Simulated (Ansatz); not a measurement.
# Pb: the cost of one run

Method: DFT PBE, scalar-relativistic, in Ansatz 0.2.0.

## (1) The structure to begin with

It takes space group Fd-3m (No. 227, cubic). The conventional cell has a = 6.878 Å, b = 6.878 Å, c = 6.878 Å, α = 90.00°, β = 90.00°, γ = 90.00°. Pb (site symmetry -43m) is surrounded by 4 Pb at 2.98 Å.

Structure file:

```
CELL_PARAMETERS angstrom
0.00000 3.43900 3.43900
3.43900 0.00000 3.43900
3.43900 3.43900 0.00000
ATOMIC_POSITIONS crystal
Pb 0.00000 0.00000 0.00000
Pb 0.25000 0.25000 0.25000
```

Structure from a Materials Project entry, not relaxed further.

Atoms are numbered in the order of the input: Pb1, Pb2.

## (2) Volume × 0.94, LAPW

Contents of input.yaml:

```yaml
crystal:
  lattice:
    - [0.0, 3.3687966822, 3.3687966822]
    - [3.3687966822, 0.0, 3.3687966822]
    - [3.3687966822, 3.3687966822, 0.0]
  atoms:
    - { symbol: Pb, position: [0.0, 0.0, 0.0] }
    - { symbol: Pb, position: [0.25, 0.25, 0.25] }
kpoints:
  mp_grid: { grid: [8, 8, 8] }
  band_path:
    path:
      - [0.0, 0.0, 0.0]
      - [0.5, 0.0, 0.5]
      - [0.625, 0.25, 0.625]
      - [0.375, 0.375, 0.75]
      - [0.0, 0.0, 0.0]
      - [0.5, 0.5, 0.5]
      - [0.5, 0.25, 0.75]
      - [0.5, 0.0, 0.5]
    npoints: 5
scf:
  occupations: { method: fermi_dirac, width: 0.05 }
hamiltonian:
  xc: pbe
  pseudopotentials: { kind: all_electron, lapw: { basis_error: 0.00025 } }
output:
  forces: true
  stress: true
  eigenvalues: true
```

Launch:

```sh
> ansatz run input.yaml --threads 1 --pin off --max-ram 3072MiB --backend cpu --events-out ev --progress --plain --runs-dir out
```

What time and memory should one allow on 1 thread of Arm Neoverse V1, shared host?

About 39 s, with a peak of 0.41 GiB.
